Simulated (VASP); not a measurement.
Here is a VASP 6.6.1 calculation.

Contents of INCAR:

```
PREC = Accurate
ENCUT = 520
EDIFF = 1E-6
ISMEAR = 0
SIGMA = 0.1
LREAL = False
LASPH = True
NELM = 100
ALGO = Fast
ISIF = 2
LWAVE = False
LCHARG = True
GGA = PS
LELF = True
LVHAR = True
NBANDS = 26
```

Contents of KPOINTS:

```
regular mesh
0
Gamma
  6 6 4
```

Contents of POSCAR:

```
ZnO
1.0
    3.2500000000      0.0000000000      0.0000000000
   -1.6250000000      2.8145825623      0.0000000000
    0.0000000000      0.0000000000      5.2050000000
Zn O
2 2
Direct
    0.3333333333      0.6666666667      0.0000000000
    0.6666666667      0.3333333333      0.5000000000
    0.3333333333      0.6666666667      0.5000000000
    0.6666666667      0.3333333333      1.0000000000
```

Potentials or basis: VASP PAW PBE potentials, release 64 (Zn, O).

Run with:

```bash
$ cat potpaw_PBE.64/Zn/POTCAR potpaw_PBE.64/O/POTCAR > POTCAR
$ mpirun -np 1 vasp_std > vasp.out
```

(1) Predict the band gap on the k mesh.

(2) What does it give for the pressure?

## Answers

(1) 0.81 eV, direct.

(2) 5.9 GPa.

Caveat: the PAW data sets were made with another functional, which shifts forces and pressure a little.
